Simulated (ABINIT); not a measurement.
# MoP: equation of state with LDA

MoP:

```xyz
2
Lattice="3.2230 0.0000 0.0000 -1.6115 2.7912 0.0000 0.0000 0.0000 3.1910" Properties=species:S:1:pos:R:3 pbc="T T T"
Mo    0.0000    0.0000    0.0000
P     0.0000    1.8608    1.5955
```

```yaml
Program: ABINIT 10.8.3 (patched build)
Task: equation of state
Functional: LDA
Potentials_or_basis: JTH PAW LDA v2.0
Cutoff: 408 eV
k_mesh: 10 × 10 × 8
Occupations: fermi-dirac, width 0.05 eV
Spin: no spin polarisation
Fine-grid_cutoff: 816.342 eV
```

| Item | Value |
| --- | --- |
| Equilibrium volume | 13.95 Å³/atom |
| Bulk modulus at fixed shape and positions | 250 GPa |
| Pressure derivative of the bulk modulus | 4.3 |

Energy against volume, from the lowest point:
```tsv
volume (Å³/atom)	energy (meV/atom)
13.492	11.81
13.779	0.99
14.066	0.00
14.353	7.83
14.640	23.65
14.927	46.46
15.214	75.72
```

Run time: 71 s on 1 thread of Arm Neoverse V2, with other jobs on the host, peak memory 0.12 GiB.

Caveat: the cutoff is too short for stress, so the log's stress isn't used; pressures at fixed basis lie under the slope of the energies; the cell was scaled at fixed shape and fractional positions, which overstates the stiffness of a crystal with free parameters, most of all of layers and chains.
